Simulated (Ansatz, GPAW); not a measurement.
**One calculation of MnS, 3 ways**

```
Mn S
1.0
     1.83000    1.05655    2.97092
    -1.83000    1.05655    2.97092
     0.00000   -2.11310    2.97092
Mn S
1 1
Direct
  0.00000 0.00000 0.00000
  0.50000 0.50000 0.50000
```

The cell is a database's computed one, not the measured one.

Alike in all runs: task single point; functional PBE; k mesh 9 × 9 × 9; occupations gaussian, width 0.1 eV; collinear spin, ferromagnetic start; no spin-orbit coupling. Pressure is positive in compression and, in plane waves, holds the error of the finite cutoff, which Ansatz's Pulay term estimates and takes out.

```csv
program and potentials,plane-wave cutoff (eV),notes,pressure (GPa),net moment per atom (μB)
"Ansatz, Ansatz PAW",420,Pulay term of +0.04 GPa included,-1.54,2.33
"GPAW, GPAW PAW data sets (gpaw-data 1.2.1)",600,-,-1.61,2.32
"Ansatz, all-electron LAPW, scalar-relativistic",-,-,-1.50,2.33
```

The pressure spans -1.61 (GPAW, GPAW PAW data sets (gpaw-data 1.2.1)) to -1.50 GPa (Ansatz, all-electron LAPW, scalar-relativistic), with all-electron results at -1.50. The net moment per atom spans 2.32 (GPAW, GPAW PAW data sets (gpaw-data 1.2.1)) to 2.33 μB (Ansatz, all-electron LAPW, scalar-relativistic), with all-electron results at 2.33. The state is the one that the start led to, which needn't be the lowest.

The functional is the same throughout but for its coding, so the spread measures potentials, basis and numerics; runs on potential files found faulty are left out.
